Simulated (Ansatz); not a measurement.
## Preparing GaN (P6_3mc) as a host crystal

Aim: the runs on the perfect crystal GaN (P6_3mc) that a defect calculation needs first.

Program: Ansatz 0.2.0. Level of theory: plane-wave PAW DFT, r2SCAN; relaxation of the host's cell and atoms; PAW set soft_1, in the first sound run; inputs show where later runs differ. Results are calculated unless marked as measured.

**1. The starting structure**

The structure is hexagonal, space group P6_3mc (No. 186). The conventional cell has a = 3.189 Å, b = 3.189 Å, c = 5.192 Å, α = 90.00°, β = 90.00°, γ = 120.00°. Ga has 4 N at 1.95 to 1.96 Å nearest. Nearest to N lie 4 Ga at 1.95 to 1.96 Å. Farther neighbours and most contacts between anions are not listed.

**2. Host cell relaxation**

Lattice and positions are set free, within the symmetry that the program keeps.

Contents of cell/input.yaml:

```yaml
crystal:
  lattice:
    - [3.1889304, 0.0, 0.0]
    - [-1.5944652, 2.7616947, 0.0]
    - [0.0, 0.0, 5.1923572]
  atoms:
    - { symbol: Ga, position: [0.66666667, 0.33333333, 0.49908371] }
    - { symbol: Ga, position: [0.33333333, 0.66666667, 0.99908371] }
    - { symbol: "N", position: [0.66666667, 0.33333333, 0.87591629] }
    - { symbol: "N", position: [0.33333333, 0.66666667, 0.37591629] }
basis:
  ecutwfc: 500
  xc_grid: 2
hamiltonian:
  xc: r2scan
  pseudopotentials: { kind: paw, azcp: { folder: soft_1 } }
kpoints:
  mp_grid: { grid: [10, 10, 6] }
scf:
  occupations: { method: fixed }
  max_iter: 100
relax:
  f_tol: 0.005
  max_steps: 60
  cell: {}
output:
  forces: true
  stress: true
checkpoint:
  write: "../cell.run"
  compress: false
  write_wavefunctions: false
  write_every: 100000
```

On the command line:

```
ansatz run input.yaml --threads 32 --pin off --max-ram 84787MiB --backend cuda --events-out ev --progress --plain --runs-dir out --max-vram 78GiB
```

Numbers of over 12 decimals in the logs are rounded to 6 here.

The log of the run:

```text
[... repeated set-up lines and file paths are left out, and long positions are rounded to six places ...]
Engine: ansatz 0.2.0, aarch64-unknown-linux-gnu
Pseudopotentials: kind: paw
Pseudopotential: Ga, paw, valence charge 13, recommended cutoff 500 eV (meta_gga), soft_1/Ga.paw.azcp
Pseudopotential: N, paw, valence charge 5, recommended cutoff 500 eV (meta_gga), soft_1/N.paw.azcp
Functional definition: r2SCAN
  parameter k0 = 0.174
  parameter k1 = 0.065
  parameter a1 = 4.9479
  exchange = r2scan_x(k0 = k0, k1 = k1, a1 = a1)
  correlation = r2scan_c
[...]
Crystal: 4 atoms, lattice volume = 45.728 Å³
Basis set: ecut = 500 eV, 1141 PW (Γ), exchange–correlation on 48×48×80 points (8 copies of the dense FFT grid, shifted against one another)
Bands: 22, of which v1, the nominal top of the filled ones, is band 18 counted from 1 (17 counted from 0)
Symmetry: 12 space group operations
Space group: P63mc (ITA 186), of the structure as read, at distance tolerance 3.6e-5 Å
k-points: 56 of 600 (time reversal used)
Non-local potential: Ga, projectors of the file, l = 0: 2, l = 1: 2, l = 2: 3, l = 3: 1
Non-local potential: N, projectors of the file, l = 0: 2, l = 1: 2, l = 2: 1
PAW form: soft (Blöchl's): semilocal exchange-correlation on the pseudo side does not see the compensation charge
PAW frozen core: Ga, regenerated for the run's functional (the file was generated under x = pbe(κ = 0.804, μ = 0.219515), c = pbe(β = 0.066725))
PAW frozen core: N, regenerated for the run's functional (the file was generated under x = pbe(κ = 0.804, μ = 0.219515), c = pbe(β = 0.066725))
PAW one-centre angular grid: Ga, 590 points (default); XC on 160 Gauss nodes
PAW one-centre angular grid: N, 302 points (default); XC on 160 Gauss nodes
Initial density: superposition of atomic densities (chi_scale 0.1, normalization cell, long waves kept (reshape's long-wave potential 0.00 eV rms))
Initial wavefunctions: pseudopotential atomic-orbital guess
[...]
Functional: x = r2scan, c = r2scan; τ floored in thin density (d = 2e-4 eV/Å³)
SCF iter   1: F=—  HF=-8353.733452 eV  |Δ(HF+E_count)|=         —  Δρ=1.16e-1  dr2=4.92e0  dr2_τ=5.70e-1  Hψ=4387
preconditioner: auto → Resta (q_TF=auto, 2.622 Å⁻¹)  ε∞=4.4  [insulator: Δε(μ)=2.869 eV  Ē_g=17.848 eV  n_scr=22 (ndim 8)  ℏωp=32.9 eV  f_vac=0.000  ε∞_Penn≈4.4]
SCF iter   2: F=—  HF=-8352.706502 eV  |Δ(HF+E_count)|=    1.03e0  Δρ=5.17e-2  dr2=6.81e-1  dr2_τ=7.33e-2  Hψ=2873
[...]
SCF iter   9: F=-8352.779862 eV  HF=-8352.779862 eV  |Δ(HF+E_count)|=   5.47e-8  Δρ=5.82e-6  dr2=1.24e-8  dr2_τ=2.01e-10  Hψ=4428
SCF 1 converged in 9 iterations: F = -8352.779862 eV  dr2 = 1.24e-8
  greatest PAW one-centre occupation: 0.994 electrons in one spin orbital (limit 2), on the Ga atom at site 1 (counted from 0), in its partial waves of l = 2
relax step   1: F+E_penalty+E_count = -8352.77986169 eV  Δ(F+E_penalty+E_count) = +0.000e0 eV  max|allowed force component| = 1.081e-3 eV/Å  Δτ_max = 0.0000 Å  P = -1.004 GPa  Ω = 45.728 Å³  (9 SCF iters, dr2 threshold 1.00e-7 eV, accepted)
[... the SCF cycles and remarks between the steps are left out from here to the last step ...]
relax step   2: F+E_penalty+E_count = -8352.78059366 eV  Δ(F+E_penalty+E_count) = -7.320e-4 eV  max|allowed force component| = 9.540e-4 eV/Å  Δτ_max = 0.0001 Å  P = -0.386 GPa  Ω = 45.582 Å³  energy of the carried Pulay correction = +9.690e-5 eV  (5 SCF iters, dr2 threshold 4.00e-7 eV, accepted)
relax step   3: F+E_penalty+E_count = -8352.78076222 eV  Δ(F+E_penalty+E_count) = -1.686e-4 eV  max|allowed force component| = 4.761e-4 eV/Å  Δτ_max = 0.0001 Å  P = +0.005 GPa  Ω = 45.491 Å³  energy of the carried Pulay correction = +1.573e-4 eV  (4 SCF iters, dr2 threshold 3.76e-7 eV, accepted)
[...]
iter 1 solved again at ethr=2.23e-8 eV; its pass at ethr=3.10e-3 eV (dr2=8.02e-6 eV) is discarded
SCF iter   1: F=—  HF=-8352.780473 eV  |Δ(HF+E_count)|=         —  Δρ=3.26e-5  dr2=3.09e-7  dr2_τ=5.56e-8  Hψ=8233
[...]
SCF iter   2: F=—  HF=-8352.780591 eV  |Δ(HF+E_count)|=   1.17e-4  Δρ=1.83e-5  dr2=1.13e-7  dr2_τ=5.87e-9  Hψ=2394
SCF iter   3: F=—  HF=-8352.780591 eV  |Δ(HF+E_count)|=   5.15e-8  Δρ=9.39e-6  dr2=2.29e-8  dr2_τ=7.03e-10  Hψ=1789
SCF iter   4: F=—  HF=-8352.780591 eV  |Δ(HF+E_count)|=   8.39e-9  Δρ=1.28e-6  dr2=5.29e-10  dr2_τ=7.98e-11  Hψ=2218
SCF iter   5: F=-8352.780591 eV  HF=-8352.780591 eV  |Δ(HF+E_count)|=  2.71e-10  Δρ=3.15e-7  dr2=3.97e-11  dr2_τ=3.53e-12  Hψ=6115
SCF 4 converged in 5 iterations: F = -8352.780591 eV  dr2 = 3.97e-11
relax step   4: F+E_penalty+E_count = -8352.78059064 eV  Δ(F+E_penalty+E_count) = +1.716e-4 eV  max|allowed force component| = 5.026e-4 eV/Å  Δτ_max = 0.0000 Å  P = +0.004 GPa  Ω = 45.491 Å³  stress off target by 4.57e-3 GPa  SCF on the basis re-selected at this cell (its energy is not comparable with the rows above)  (5 SCF iters)
basis re-selected at this cell: Δ(F+E_penalty+E_count) = +1.716e-4 eV, ΔP = -0.001 GPa vs the last step (what re-selecting the basis moved, of the pressure what is left beyond the Pulay correction that the steps carried, after the strain that the cell walked [...]
SCF converged after 5 iterations
Free energy (F): -8352.780591 eV
Harris-Foulkes:  -8352.780591 eV  (|F-HF|=5.46e-12)
Internal energy: -8352.780591 eV  (E = F + TS)
E sigma→0 (E₀):  -8352.780591 eV
Fermi energy:    9.470439 eV
--- Per-component energies (eV) ---
  E_band       = -29.933864
  E_kinetic    = 481.168783
  E_local      = -2831.924578  (includes V_loc(G=0)·N_el)
  E_nonlocal   = -105.946459
  E_hartree    = 1798.202297
  E_xc         = -231.725242
  E_vxc        = -280.053635  (∫ρ·V_xc dr)
  E_paw        = -4283.182559  (= ΣΔE_a)
  E_vpaw       = -904.838753  (= ΣTr[D̂ρ^β])
  E_aug_tail   = 0.000047  (compensation charges beyond the density's cutoff)
  E_vtau       = 15.256407  (kinetic-family band-sum trace: ∫τ·v_τ [+ j·A + Jᵃ·Aᵃ] dr)
  E_ewald      = -3178.007619
  E_core_change = -1.365260  (= ΣΔE_core)
  E_smearing   = -0.000000  (= −TS)
  E_closure    = -0.000000  (closes the sum)
  Σ components = -8352.780591   (vs F -8352.780591, Δ=0.00e0)
--- Forces (eV/Å), atoms counted from 1 ---
  atom   1  Ga    -0.00000000    -0.00000000     0.00068659
  atom   2  Ga    -0.00000000     0.00000000     0.00068659
  atom   3  N      0.00000000     0.00000000    -0.00031868
  atom   4  N      0.00000000    -0.00000000    -0.00031868
  max |Σ_I F_I| component: 7.36e-4 eV/Å
--- Stress (GPa, compression-positive) ---
        0.004568       0.000000       0.000000
       -0.000000       0.004568       0.000000
        0.000000       0.000000       0.001914
  P = ⅓ Tr σ = 0.0037 GPa (0.037 kbar)
--- Band table (eV; the first three rows and the last of 56) ---
  k-point 0: bands = ["-7.3415", "-6.3578", "-4.4062", "-4.3910", "-4.3910", "-4.3238", "-4.3238", "-4.1119", "-4.1119", "-4.0142", [... rest cut ...]
  k-point 1: bands = ["-7.2607", "-6.3985", "-4.3889", "-4.3889", "-4.3821", "-4.3306", "-4.3306", "-4.1031", "-4.1031", "-4.0186", [... rest cut ...]
--- Relaxed structure (3 steps of the walk, 3 accepted, 1 SCFs on fresh bases) ---
  F+E_penalty+E_count = -8352.78059064 eV   max|allowed force component| = 5.026e-4 eV/Å   (the final SCF, on the basis selected at the relaxed cell)
  cell:  # Å, volume = 45.4914 Å³
    - [3.183273, 0.0, 0]
    - [-1.591636, 2.756795, -1.7456915312936015e-19]
    - [0, -3.282134672698873e-19, 5.183832]
  atoms:
    - { symbol: Ga, position: [0.666667, 0.333333, 0.499106] }
    - { symbol: Ga, position: [0.333333, 0.666667, 0.999106] }
    - { symbol: N, position: [0.666667, 0.333333, 0.875894] }
    - { symbol: N, position: [0.333333, 0.666667, 0.375894] }
```

The job ended after 2.5 s (1 × NVIDIA GB200 with 32 threads of Arm Neoverse V2, shared host; peak memory 1.1 GiB).

Step by step:

| step | energy less that of the first step (eV) | largest force component (eV/Å) | pressure (GPa) | volume (Å³) |
| --- | --- | --- | --- | --- |
| 1 | 0.0000 | 0.0011 | -1.00 | 45.73 |
| 2 | -0.0007 | 0.0010 | -0.39 | 45.58 |
| 3 | -0.0009 | 0.0005 | 0.00 | 45.49 |
| 4* | -0.0007 | 0.0005 | 0.00 | 45.49 |

Relaxation steps marked * repeat the geometry before them on a plane-wave basis chosen anew for their cell, so energy and pressure can jump there.

Forces are held to the 12 operations that the run works with; a distortion that breaks them can't arise in this run.

| conventional cell, symmetrised | before | after | change |
| --- | --- | --- | --- |
| a (Å) | 3.189 | 3.183 | -0.2 % |
| b (Å) | 3.189 | 3.183 | -0.2 % |
| c (Å) | 5.192 | 5.184 | -0.2 % |
| volume (Å³/atom) | 11.43 | 11.37 | -0.5 % |

The relaxed structure:

```
Ga N
1.0
     3.18327    0.00000    0.00000
    -1.59164    2.75679    0.00000
     0.00000    0.00000    5.18383
Ga N
2 2
Direct
  0.66667 0.33333 0.49911
  0.33333 0.66667 0.99911
  0.66667 0.33333 0.87589
  0.33333 0.66667 0.37589
```

Numbers from this step:

| Property | Result |
| --- | --- |
| pressure | 0.003683 GPa |

**3. Dielectric tensors of the host**

The response to a uniform electric field gives the electronic dielectric tensor.

This step: plane-wave PAW DFPT, PBEsol; dielectric tensors, Born charges and zone-centre modes of the host; PAW set soft_1 (Ansatz 0.2.0).

Contents of eps/input.yaml:

```yaml
crystal:
  lattice:
    - [3.1832726057, 0.0, 0.0]
    - [-1.5916363029, 2.7567949437, 0.0]
    - [0.0, 0.0, 5.1838317307]
  atoms:
    - { symbol: Ga, position: [0.6666666667, 0.3333333333, 0.4991062363] }
    - { symbol: Ga, position: [0.3333333333, 0.6666666667, 0.9991062363] }
    - { symbol: "N", position: [0.6666666667, 0.3333333333, 0.8758937637] }
    - { symbol: "N", position: [0.3333333333, 0.6666666667, 0.3758937637] }
basis:
  ecutwfc: 420
hamiltonian:
  xc: pbesol
  pseudopotentials: { kind: paw, azcp: { folder: soft_1 }, xc_functional: pbe }
kpoints:
  mp_grid: { grid: [9, 9, 5] }
scf:
  occupations: { method: fixed }
  max_iter: 100
phonons:
  method: dfpt
  dielectric: true
  rigid_motions: translations
```

The log of the run:

```text
[...]
Crystal: 4 atoms, lattice volume = 45.491 Å³
Basis set: ecut = 420 eV, 893 PW (Γ), exchange–correlation on 48×48×72 points (8 copies of the dense FFT grid, shifted against one another)
Bands: 22, of which v1, the nominal top of the filled ones, is band 18 counted from 1 (17 counted from 0)
Symmetry: 12 space group operations
k-points: 115 of 405 (irreducible under 2 space group operations, time reversal used)
[...]
SCF iter   1: F=—  HF=-8246.860112 eV  |Δ(HF+E_count)|=         —  Δρ=1.04e-1  dr2=4.20e0  Hψ=9075
[...]
SCF iter   2: F=—  HF=-8245.823215 eV  |Δ(HF+E_count)|=    1.04e0  Δρ=4.56e-2  dr2=5.02e-1  Hψ=4926
[...]
SCF iter  10: F=-8245.700331 eV  HF=-8245.700331 eV  |Δ(HF+E_count)|=  7.33e-10  Δρ=3.50e-7  dr2=4.06e-11  Hψ=15768
SCF 1 converged in 10 iterations: F = -8245.700331 eV  dr2 = 4.06e-11
[...]
the response reads at least the filled bands of the reference SCF and the lowest empty band at each k-point, and that SCF's band table does not vouch for those bands. The notice of the band table in this run's record says why
[...]
NSCF: frozen V_eff on 1 k-points
[...]
NSCF: frozen V_eff on 36 k-points, pencils in batches of 32, up to order 88
[...]
DFPT response loops at q = (0, 0, 0) (fractional): preconditioner auto → Resta (q_TF=auto, 2.624 Å⁻¹)  ε∞=5.7 (no band partly filled); β = 1.00, the filter's whole step (`scf.mixing.beta` (0.50) is not read by the response loops at its default; [...]
[...]
DFPT response loops at Γ: preconditioner auto → Resta (q_TF=auto, 2.624 Å⁻¹)  ε∞=5.7 (no band partly filled); β = 1.00, the filter's whole step (`scf.mixing.beta` (0.50) is not read by the response loops at its default; [...]
── the response to a field inside a basis, on 12×12×8 k-points: an SCF that follows is theirs, and a resumed run solves both again ──
[...]
Bands: 19, of which v1, the nominal top of the filled ones, is band 18 counted from 1 (17 counted from 0)
k-points: 168 of 1152 (irreducible under 4 space group operations, time reversal used)
[...]
Eigensolver: Dense (168 Hₖ)
SCF iter   1: F=—  HF=-8245.697695 eV  |Δ(HF+E_count)|=         —  Δρ=3.48e-4  dr2=1.64e-5
[...]
SCF iter   4: F=-8245.697694 eV  HF=-8245.697694 eV  |Δ(HF+E_count)|=   1.84e-6  Δρ=1.07e-5  dr2=2.57e-8
SCF 1 converged in 4 iterations: F = -8245.697694 eV  dr2 = 2.57e-8
[...]
WARN: field response: ε∞ stands inside a basis, on 12×12×8 points; [...]
SCF converged after 10 iterations
Free energy (F): -8245.700331 eV
[...]
Internal energy: -8245.700331 eV  (E = F + TS)
E sigma→0 (E₀):  -8245.700331 eV
Fermi energy:    9.608008 eV
[...]
--- Band table (eV; the first three rows and the last of 115) ---
[...]
--- Phonons (Γ-DFPT): 4 representative perturbations + reference (Σ response iterations 22) ---
  k mesh reduced under 2 symmetry operations, with k and −k counted as one. Each operation leaves every solved perturbation unchanged. A smaller set is not considered because the run solves the response to a homogeneous field
  ASR residual: 2.026e-4 → 0.000e0 eV/Å²; symmetrization residual: 2.001e-9 eV/Å²
  ASR residual per site (eV/Å²): 1.69e-4 1.69e-4 2.03e-4 2.03e-4
  Γ frequencies (cm⁻¹): 0.00 0.00 0.00 136.49 136.49 326.87 520.93 544.14 544.14 552.78 552.78 677.09
  ε∞ (high-frequency dielectric tensor):
        5.833686    -0.000000    -0.000000
       -0.000000     5.833686     0.000000
       -0.000000     0.000000     6.016055
  ε⁰ (static dielectric tensor: ions relaxed, cell fixed):
       10.099291    -0.000000    -0.000000
       -0.000000    10.099291     0.000000
       -0.000000     0.000000    11.187370
  ε⁰ − ε∞ (ionic part):
        4.265605    -0.000000     0.000000
       -0.000000     4.265605     0.000000
        0.000000     0.000000     5.171315
  softest optical mode at Γ: 136.49 cm⁻¹; the repairs (sum rule, projections) moved no ω² at Γ by more than (1.98 cm⁻¹)²
  Born effective charges Z* (e; rows j = field, columns β = displacement):
    site 0:
         2.60952   -0.00000   -0.00000
        -0.00000    2.60952    0.00000
        -0.00000    0.00000    2.75066
    site 1:
         2.60952   -0.00000   -0.00000
        -0.00000    2.60952    0.00000
        -0.00000    0.00000    2.75066
    site 2:
        -2.60952    0.00000    0.00000
         0.00000   -2.60952   -0.00000
         0.00000   -0.00000   -2.75066
    site 3:
        -2.60952    0.00000    0.00000
         0.00000   -2.60952   -0.00000
         0.00000   -0.00000   -2.75066
  Z* charge neutrality: 2.574e-3 e pre-enforcement
  solved inside a basis spanned on kpoints, on 12×12×8 k-points, its susceptibility summed on 18×18×10: ε∞ is read to err by 1.7e-2, Z* by 1.5e-2 e (field_mesh: kpoints solves on kpoints); Z* is corrected for what the basis lacks
  optical modes at Γ without the LO–TO term, one row a degenerate level:
      ω (cm⁻¹)  modes    IR ((D/Å)²/amu)
        136.49      2             0.0000
        326.87      1             0.0000
        520.93      1            29.9312
        544.14      2            53.8771
        552.78      2             0.0000
        677.09      1             0.0000
  optical modes at Γ + LO–TO along q̂ = [1.0000, 0.0000, 0.0000]:
      ω (cm⁻¹)  modes    IR ((D/Å)²/amu)
        136.49      2             0.0000
        326.87      1             0.0000
        520.93      1            29.9312
        544.14      1            26.9385
        552.78      2             0.0000
        677.09      1             0.0000
        715.96      1            26.9385
  optical modes at Γ + LO–TO along q̂ = [0.0000, 1.0000, 0.0000]:
      ω (cm⁻¹)  modes    IR ((D/Å)²/amu)
        136.49      2             0.0000
        326.87      1             0.0000
        520.93      1            29.9312
        544.14      1            26.9385
        552.78      2             0.0000
        677.09      1             0.0000
        715.96      1            26.9385
  optical modes at Γ + LO–TO along q̂ = [0.0000, 0.0000, 1.0000]:
      ω (cm⁻¹)  modes    IR ((D/Å)²/amu)
        136.49      2             0.0000
        326.87      1             0.0000
        544.14      2            53.8771
        552.78      2             0.0000
        677.09      1             0.0000
        710.37      1            29.9312
```

The job ended after 9.3 s (1 × NVIDIA GB200 with 32 threads; peak memory 2.1 GiB).

Electronic dielectric tensor:

```
5.83 0.00 0.00
0.00 5.83 0.00
0.00 0.00 6.02
```

Static dielectric tensor:

```
10.10  0.00  0.00
 0.00 10.10  0.00
 0.00  0.00 11.19
```

The principal values of the electronic dielectric tensor are 5.83, 5.83 and 6.02. The principal values of the static dielectric tensor are 10.10, 10.10 and 11.19.

[end of part 1 of 3]

[Logs are printed without paths, hosts, clocks, repeated set-up lines and the standing remarks that a program may print on its own settings, such as how far it seeks lower states.]

[Hosts, paths, dates, database ids (printed as entryN), source tags and the programs' standing remarks are cut or masked in the printed files.]

[Runs of the host that timed out are not shown.]

[For some hosts the program warned that the k-mesh of the response run may be too coarse for force constants and the static dielectric constant; such warnings are not always shown.]
